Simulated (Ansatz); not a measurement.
Fe (Fmmm); start Fe1↑ Fe2↑ Fe3↓ Fe4↓; spin–orbit coupling, moments along [100].

```yaml
crystal:
  lattice:
    - [0.00000, 3.88348, 0.00000]
    - [-2.99688, 0.00000, 0.00000]
    - [-1.49844, 1.94174, 3.93021]
  atoms:
    - { symbol: Fe, position: [0.00000, 0.00000, 0.00000] }
    - { symbol: Fe, position: [0.50000, 0.50000, 0.00000] }
    - { symbol: Fe, position: [0.25000, 0.75000, 0.50000] }
    - { symbol: Fe, position: [0.75000, 0.25000, 0.50000] }
```

The geometry is a structure from the Materials Project, repeated to hold the magnetic orders, held fixed and not relaxed.

Functional, mesh and filling: PBE, 11×11×11 k mesh, Fermi–Dirac smearing of 0.05 eV. PAW means Ansatz 0.2.0 on its default frozen-core files. Site moments are integrated in spheres about the atoms. Start moments (μB): Fe1 1.9, Fe2 1.9, Fe3 -1.9, Fe4 -1.9.

Iteration by iteration:

| iteration | Harris–Foulkes energy less the last (meV) | density residual (eV) | ∫|m| (μB) |
| --- | --- | --- | --- |
| 1 | -48.929 | 2.1e+00 | 7.2064 |
| 2 | 85.352 | 4.3e-01 | 7.4594 |
| 3 | 167.871 | 2.6e-02 | 7.5755 |
| 4 | 128.227 | 1.7e-03 | 7.6223 |
| 5 | 70.893 | 4.9e-03 | 7.6580 |
| 6 | 38.097 | 4.1e-03 | 7.6793 |
| 7 | 0.136 | 2.6e-03 | 7.7447 |
| 8 | 0.249 | 3.6e-05 | 7.7533 |
| 9 | 0.015 | 6.1e-06 | 7.7650 |
| 10 | -0.001 | 1.2e-05 | 7.7705 |
| 11 | 0.000 | 7.6e-07 | 7.7722 |
| 12 | 0.000 | 1.5e-07 | 7.7729 |
| 13 | 0.000 | 4.2e-09 | 7.7732 |
| 14 | 0.000 | 7.4e-10 | 7.7733 |

Site moments (μB): Fe1 (1.88, 0.00, 0.00); Fe2 (1.88, 0.00, 0.00); Fe3 (-1.88, 0.00, 0.00); Fe4 (-1.88, 0.00, 0.00). Cell moment 0.00 μB.

The Ansatz runs typed with the search for lower states off end where their start leads. These are results for the start and cell typed. The real compound can order otherwise, in a larger cell, or not at all, since semilocal functionals without spin fluctuations often overstate magnetism; near a collapse of the moment, mesh and smearing move it by tens of per cent.
